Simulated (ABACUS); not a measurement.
Pb:

```xyz
1
Lattice="-2.4750 0.0000 2.4750 0.0000 2.4750 2.4750 -2.4750 2.4750 0.0000" Properties=species:S:1:pos:R:3 pbc="T T T"
Pb    0.0000    0.0000    0.0000
```

Base run:

| Property | Result |
| --- | --- |
| Program | ABACUS 3.10.1 |
| Functional | LDA |
| Potentials or basis | PseudoDojo NC SR 0.4.1 LDA standard |
| Cutoff | 776 eV |
| Density cutoff | 3102 eV |
| Basis | plane waves |
| k mesh | 7 × 7 × 7 |
| Occupations | fermi-dirac, width 0.05 eV |
| Spin | no spin polarisation |

Its results: band gap on the k mesh none (metal or under the smearing width); pressure -1.6 GPa.

Question: The run is repeated on the same cell with these changes: functional from LDA to RPBE; potentials or basis from PseudoDojo NC SR 0.4.1 LDA standard to GBRV ultrasoft 1.5 PBE; cutoff from 776 eV to 544 eV; density cutoff from 3102 eV to 4354 eV. What comes out?

Answer: Band gap on the k mesh none (metal or under the smearing width); pressure 4.3 GPa.

Caveats: the potentials were made for another functional, which shifts forces and pressure (some runs).

Not every run made on this cell is shown here.
